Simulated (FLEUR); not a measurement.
# Ca (I4/mmm) in FLEUR: single point with PBE

Aim: the single point of Ca with PBE.

All numbers are computed with FLEUR MaX-R8.1 (later development tree); they aren't measurements. Logs are shortened: lines on timing, memory, paths and dates and some standing lists are left out, and cuts for length are marked.

### Step 1. Starting point

Symmetry: I4/mmm, No. 139, tetragonal system. Conventional cell: a = 4.410 Å, b = 4.410 Å, c = 4.392 Å, α = 90.00°, β = 90.00°, γ = 90.00°. Ca (site symmetry 4/mmm) is surrounded by 8 Ca at 3.81 Å.

This isn't the form of Ca at room conditions, which is fcc.

### Step 2. Single point, PBE

inp.xml

```xml
<?xml version="1.0" encoding="UTF-8" standalone="no"?>
<fleurInput fleurInputVersion="0.39">
   <comment>
      Ca                                                                                                  
   </comment>
   <calculationSetup>
      <cutoffs Kmax="3.8" Gmax="11.8" GmaxXC="11.8" numbands="0"/>
      <scfLoop itmax="60" minDistance="0.00001" maxIterBroyd="15" imix="Anderson" alpha="0.05" precondParam="0.0" spinf="2.0" sdNocoIR="T"/>
      <coreElectrons ctail="T" frcor="F" kcrel="0" coretail_lmax="0"/>
      <xcFunctional name="pbe" relativisticCorrections="F"/>
      <magnetism jspins="1"/>
      <soc l_soc="F" theta="0.0" phi="0.0" spav="F"/>
      <expertModes spex="0" secvar="F"/>
      <geometryOptimization l_f="F" forcealpha="1.0" forcemix="BFGS" epsdisp="0.00001" epsforce="0.00001"/>
      <ldaU l_linMix="F" mixParam="0.05" spinf="1.0"/>
   </calculationSetup>
   <cell>
      <bzIntegration valenceElectrons="10.0" mode="gauss" fermiSmearingEnergy="0.00183747">
         <kPointListSelection listName="default-1"/>
         <!-- k-points included here -->
         <xi:include xmlns:xi="http://www.w3.org/2001/XInclude" href="kpts.xml"> </xi:include>
      </bzIntegration>
      <!-- symmetry operations included here -->
      <xi:include xmlns:xi="http://www.w3.org/2001/XInclude" href="sym.xml"> </xi:include>
      <bulkLattice scale="1.0">
         <bravaisMatrix>
            <row-1>   -4.1672333164289439     4.1672333164289439     4.1500555290779655</row-1>
            <row-2>    4.1672333164289439    -4.1672333164289439     4.1500555290779655</row-2>
            <row-3>    4.1672333164289439     4.1672333164289439    -4.1500555290779655</row-3>
         </bravaisMatrix>
      </bulkLattice>
   </cell>
   <atomSpecies>
      <species name="Calcium (Ca)" element="Ca" atomicNumber="20">
         <mtSphere radius="2.66" gridPoints="879" logIncrement="0.014"/>
         <atomicCutoffs lmax="11" lnonsphr="8"/>
         <electronConfig flipSpins="F">
            <coreConfig>(1s1/2) (2s1/2) (2p1/2) (2p3/2)</coreConfig>
            <valenceConfig>(3s1/2) (3p1/2) (3p3/2) (4s1/2)</valenceConfig>
         </electronConfig>
         <energyParameters s="4" p="3" d="3" f="4"/>
         <lo type="SCLO" l="0" n="3" eDeriv="0"/>
         <lo type="HELO" l="1" n="4" eDeriv="0"/>
         <lo type="HELO" l="1" n="4" eDeriv="1"/>
         <lo type="SCLO" l="2" n="3" eDeriv="2"/>
         <lo type="SCLO" l="3" n="4" eDeriv="2"/>
      </species>
   </atomSpecies>
   <atomGroups>
      <atomGroup species="Calcium (Ca)">
         <relPos label="                   1">1.000/2.000 1.000/2.000 .0000000000</relPos>
         <force calculate="T" relaxXYZ="TTT"/>
      </atomGroup>
   </atomGroups>
   <output dos="F" band="F" slice="F">
      <checks vchk="F" cdinf="F"/>
      <bandDOS minEnergy="-.5*Htr" maxEnergy="0.5*Htr" sigma="0.015" storeEVData="T"/>
      <vacuumDOS vacdos="F" integ="F" star="F" nstars="0" locx1="0.0" locy1="0.0" locx2="0.0" locy2="0.0" nstm="0" tworkf="0.0"/>
      <unfoldingBand unfoldBand="F" supercellX="1" supercellY="1" supercellZ="1"/>
      <plotting iplot="0" polar="F">
         <plot TwoD="T" vec1="  1.0  0.0  0.0" vec2="  0.0  1.0  0.0" vec3="  0.0  0.0  1.0" zero="  0.0  0.0  0.0" file="plot"/>
      </plotting>
      <chargeDensitySlicing numkpt="0" minEigenval="0.0" maxEigenval="0.0" nnne="0" pallst="F"/>
      <specialOutput eonly="F"/>
      <moessbauerParams electricFieldGradient="T" isomerShift="T" coreHyperfine="T" valenceHyperfine="T"/>
      <magneticCircularDichroism mcd="F" energyLo="-10.0" energyUp="0.0"/>
   </output>
  <!-- We include the file relax.xml here to enable relaxations (see documentation) -->
  <xi:include xmlns:xi="http://www.w3.org/2001/XInclude" href="relax.xml"> <xi:fallback/> </xi:include>
</fleurInput>
```

crystal.txt

```
Ca
&input cartesian=F /
-2.2052049036  2.2052049036  2.1961148100
2.2052049036  -2.2052049036  2.1961148100
2.2052049036  2.2052049036  -2.1961148100
1.8897261246
1.0 1.0 1.0

1
20 0.5000000000  0.5000000000  0.0000000000

&kpt div1=9 div2=9 div3=9 gamma=T /
```

Potentials or basis: all-electron, FLAPW.

Run with:

```bash
inpgen -f crystal.txt -profile fastHighL
# inp.xml edited to the form shown
fleur_MPI
```

The program printed:

```text
Welcome to FLEUR        (www.flapw.de)
      MaX-Release 8.1          (www.max-centre.eu)

 ========== k-point set info ==========
 Selected k-point list: default-1
 k-point list type: mesh
 9 x 9 x 9
 Number of k points: 75

 ------------Calculation Setup---------------------------
 Number of MPI-tasks      :            1
 Number of PE/node        :            1
 Number of OMP-threads    :            1
 Most efficient MPI parallelization for:
           1           3           5          15          25          75
 Additional eigenvalue parallelization possible
 Number of basis functions:          307
 Approximate size of matrices (H+S) per k-point:         0.001 GB
 --------------------------------------------------------
 Iteration:     1   Distance:       1.83561595 me/bohr^3
 Iteration:     2   Distance:       1.73379110 me/bohr^3
 Iteration:     3   Distance:       0.64137740 me/bohr^3
 Iteration:     4   Distance:       0.17747385 me/bohr^3
 Iteration:     5   Distance:       0.11456706 me/bohr^3
 Iteration:     6   Distance:       0.00566455 me/bohr^3
 Iteration:     7   Distance:       0.00453365 me/bohr^3
 Iteration:     8   Distance:       0.00018336 me/bohr^3
 Iteration:     9   Distance:       0.00014293 me/bohr^3
 Iteration:    10   Distance:       0.00001625 me/bohr^3
 Iteration:    11   Distance:       0.00000276 me/bohr^3

 ********************************************************************
 Run finished successfully
 Stop message:
   all done
 ********************************************************************
```

out.xml (last iteration):

```text
<iteration numberForCurrentRun="   11" overallNumber="   11">
         <energyParameters units="Htr">
            <atomicEP atomType="1" spin="1" branch="4s" branchLowest="-1.40" branchHighest="1.74" value="0.1367137947"/>
            <atomicEP atomType="1" spin="1" branch="3p" branchLowest="-11.99" branchHighest="-0.66" value="-0.7222123097"/>
            <atomicEP atomType="1" spin="1" branch="3d" branchLowest="-9.99" branchHighest="0.46" value="0.2169603625"/>
            <atomicEP atomType="1" spin="1" branch="4f" branchLowest="-9.99" branchHighest="2.37" value="0.5126638218"/>
            <loAtomicEP atomType="1" spin="1" branch="3s" branchLowest="-14.91" branchHighest="-1.40" value="-1.4258497580"/>
            <heloAtomicEP atomType="1" spin="1" branch="4p" branchLowest="1.37" branchHighest="1.37" value="1.3745129729"/>
            <heloAtomicEP atomType="1" spin="1" branch="4p" branchLowest="1.37" branchHighest="1.37" value="1.3745129729"/>
            <loAtomicEP atomType="1" spin="1" branch="3d" branchLowest="-9.99" branchHighest="0.46" value="0.2167671743"/>
            <loAtomicEP atomType="1" spin="1" branch="4f" branchLowest="-9.99" branchHighest="2.37" value="0.5126659872"/>
         </energyParameters>
         <eigenvalues>
            <eigenvaluesAt spin="1" ikpt="1" k_x="0.00000000" k_y="0.00000000" k_z="0.00000000">
                      -1.4263865049       -0.7249438990       -0.7249035028       -0.7249035028       -0.0271562664
                       0.2043238352        0.2049841517        0.2049841517        0.2425623438
            </eigenvaluesAt>
            <eigenvaluesAt spin="1" ikpt="2" k_x="0.00000000" k_y="0.00000000" k_z="0.11111111">
                      -1.4263268616       -0.7254884525       -0.7251375213       -0.7249015627       -0.0191050513
                       0.2001897664        0.2007544253        0.2110155608        0.2375096417
            </eigenvaluesAt>
            <eigenvaluesAt spin="1" ikpt="3" k_x="0.00000000" k_y="0.00000000" k_z="0.22222222">
                      -1.4261756562       -0.7269540528       -0.7256266185       -0.7248963907        0.0040616462
                       0.1838857591        0.1891524094        0.2282405574        0.2351166677
            </eigenvaluesAt>
            <eigenvaluesAt spin="1" ikpt="4" k_x="0.00000000" k_y="0.00000000" k_z="0.33333333">
                      -1.4260034350       -0.7285983951       -0.7261798459       -0.7248898089        0.0390597013
                       0.1574092494        0.1781003326        0.2385581797        0.2482265606
            </eigenvaluesAt>
         </eigenvalues>
         <FermiEnergy value="0.1218133823" units="Htr"/>
         <valenceDensity>
            <mtCharges spin="1">
               <mtCharge atomType="1" total="8.3348245" s="2.1721973" p="5.9780116" d="0.1840190" f="0.0005599"/>
            </mtCharges>
            <spinDependentCharge spin="1" total="10.0000007" interstitial="1.6651762" mtSpheres="8.3348245"/>
            <totalCharge value="10.0000006951"/>
         </valenceDensity>
         <coreStates atomType="     1" atomicNumber=" 20" spin="1" kinEnergy="    640.9429836997" eigValSum="   -391.3851509949" lostElectrons=" 0.000000">
            <state n="1" l="0" j="0.5" energy="-144.8122905748" weight="1.0000000000"/>
            <state n="2" l="0" j="0.5" energy="-14.9145790457" weight="1.0000000000"/>
            <state n="2" l="1" j="0.5" energy="-12.0789126009" weight="1.0000000000"/>
            <state n="2" l="1" j="1.5" energy="-11.9433966380" weight="2.0000000000"/>
         </coreStates>
         <allElectronCharges>
            <spinDependentCharge spin="1" total="20.0000007" interstitial="1.6651762" mtSpheres="18.3348245"/>
            <totalCharge value="20.0000006940"/>
         </allElectronCharges>
         <moessbauerParams unitsHFF="kG" unitsIS="e/bohr^3" unitsEFG="Htr/bohr^2">
            <coreIsomerShift atomType="1" isTotal="6118.05962">
               <shell n="1" l="0" isomerShift="5639.41769"/>
               <shell n="2" l="0" isomerShift="477.22516"/>
               <shell n="2" l="1" isomerShift="1.41677"/>
            </coreIsomerShift>
            <isomerShift atomType="1" nucleusRadius="0.0000808" averageDensity="6181.31116"/>
            <electricFieldGradient atomType="1" VXX="-0.00154" VYY="-0.00154" VZZ="0.00307" asymParam="0.00000">
            </electricFieldGradient>
         </moessbauerParams>
         <totalEnergy                                    value="     -680.3985756446" units="Htr">
            <sumOfEigenvalues                            value="     -398.4563198948">
               <coreElectrons value="-391.3851509949"/>
               <valenceElectrons value="-7.0711688998"/>
            </sumOfEigenvalues>
            <densityCoulombPotentialIntegral value="-1037.3810752538"/>
            <densityEffectivePotentialIntegral value="-1084.1372772284"/>
            <chargeDenXCDenIntegral value="-36.1251230178"/>
            <FockExchangeEnergyValence value="0.0000000000"/>
            <FockExchangeEnergyCore value="0.0000000000"/>
            <atomTypeDependentContributions atomType="1">
               <electronNucleiInteractionDifferentMTs value="804.4522358692"/>
               <MadelungTerm value="-6.8116364644"/>
            </atomTypeDependentContributions>
            <tkbTimesEntropy value="0.0000000000"/>
            <freeEnergy value="-680.3985756446"/>
            <extrapolationTo0K value="-680.3985756446"/>
         </totalEnergy>
         <densityConvergence units="me/bohr^3">
            <chargeDensity spin="1" distance="0.0000027612"/>
         </densityConvergence>
      </iteration>
```

It took 21 s on 1 thread of Arm Neoverse V1, shared host; peak memory 0.1 GiB.

Results:

```
Free energy                                           : -18514.5884 eV
Valence electrons inside the program's atomic spheres : Ca 8.33 (radii Ca 2.66 bohr)
```

Core levels (eV from the Fermi level):
```csv
atom,levels
1 Ca,"1s1/2 -3943.9, 2s1/2 -409.2, 2p1/2 -332.0, 2p3/2 -328.3"
```
